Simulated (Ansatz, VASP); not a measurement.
ZnO (zincite): VASP beside Ansatz

The input INCAR:

```
SYSTEM = ZnO
ALGO = Normal ; EDIFF = 1E-6
EDIFFG = -0.001 ; ENCUT = 600
GGA = PE ; IBRION = 2
ISIF = 3 ; ISMEAR = 0
LASPH = .True. ; LCHARG = .False.
LREAL = .False. ; LWAVE = .False.
NELM = 100 ; NSW = 80
PREC = Accurate ; SIGMA = 0.01
```

Contents of KPOINTS:

```
k-points
0
Gamma
  9 9 6
  0 0 0
```

File POSCAR:

```
ZnO
1.0
    3.2794860208      0.0000000000      0.0000000000
   -1.6397430104      2.8401182054      0.0000000000
    0.0000000000      0.0000000000      5.2932739869
Zn O
2 2
Direct
    0.3333333333      0.6666666667      0.4999685892
    0.6666666667      0.3333333333     -0.0000314108
    0.6666666667      0.3333333333      0.3790414108
    0.3333333333      0.6666666667      0.8790414108
```

Input for Ansatz:

```yaml
crystal:
  lattice:
    - [3.2794860208, 0.0, 0.0]
    - [-1.6397430104, 2.8401182054, 0.0]
    - [0.0, 0.0, 5.2932739869]
  atoms:
    - { symbol: Zn, position: [0.3333333333, 0.6666666667, 0.4999685892] }
    - { symbol: Zn, position: [0.6666666667, 0.3333333333, -3.14108e-05] }
    - { symbol: O, position: [0.6666666667, 0.3333333333, 0.3790414108] }
    - { symbol: O, position: [0.3333333333, 0.6666666667, 0.8790414108] }
basis:
  ecutwfc: 420
kpoints:
  mp_grid: { grid: [9, 9, 6] }
hamiltonian:
  xc: pbe
scf:
  occupations: { method: fixed }
output:
  forces: true
  stress: true
  eigenvalues: true
relax:
  adjacent_minimum: "off"
  f_tol: 0.001
  max_steps: 60
  cell: { stress_tol: 0.01 }
```

Alike in both runs: task relaxation of cell and atoms; functional PBE; k mesh 9 × 9 × 6; no spin polarisation.

```csv
,VASP,Ansatz
version,VASP 6.6.1,Ansatz 0.2.0
potentials or method,"VASP PAW PBE potentials, release 64 (Zn, O)","scalar-relativistic, plane waves, PAW"
plane-wave cutoff (eV),600,420
occupations,"gaussian, width 0.01 eV",fixed
valence electrons in the cell,36,36
```

```csv
,VASP,Ansatz,Ansatz less VASP
"gap on the k mesh at the Fermi level, each at its own relaxed structure (eV)",0.72,0.74,+0.023
relaxed volume (Å³/atom),12.39,12.33,-0.062
relaxed cell length with the largest relative difference (Å),3.285,3.279,-0.0056
```

PBE usually gives volumes a little too large and moduli too small. Zero-point motion and thermal expansion aren't in these numbers.
